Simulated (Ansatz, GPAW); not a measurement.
**One calculation of Ta, 3 ways**

```
Ta
1.0
    -1.65128    1.65128    1.65128
     1.65128   -1.65128    1.65128
     1.65128    1.65128   -1.65128
Ta
1
Direct
  0.00000 0.00000 0.00000
```

Alike in all runs: task single point; functional PBE; k mesh 11 × 11 × 11; occupations gaussian, width 0.016 eV; no spin polarisation; no spin-orbit coupling. Pressure is positive in compression and, in plane waves, holds the error of the finite cutoff, which Ansatz's Pulay term estimates and takes out.

```csv
program and potentials,plane-wave cutoff (eV),notes,pressure (GPa)
"Ansatz, Ansatz PAW",420,Pulay term of +0.06 GPa included,2.10
"GPAW, GPAW PAW data sets (gpaw-data 1.2.1)",600,-,2.33
"Ansatz, all-electron LAPW, scalar-relativistic",-,-,2.06
```

The pressure spans 2.06 (Ansatz, all-electron LAPW, scalar-relativistic) to 2.33 GPa (GPAW, GPAW PAW data sets (gpaw-data 1.2.1)), with all-electron results at 2.06.

Differences between rows come from potentials, basis sets and numerical settings, since the functional is the same but for its coding. Runs on potential files found faulty are left out.
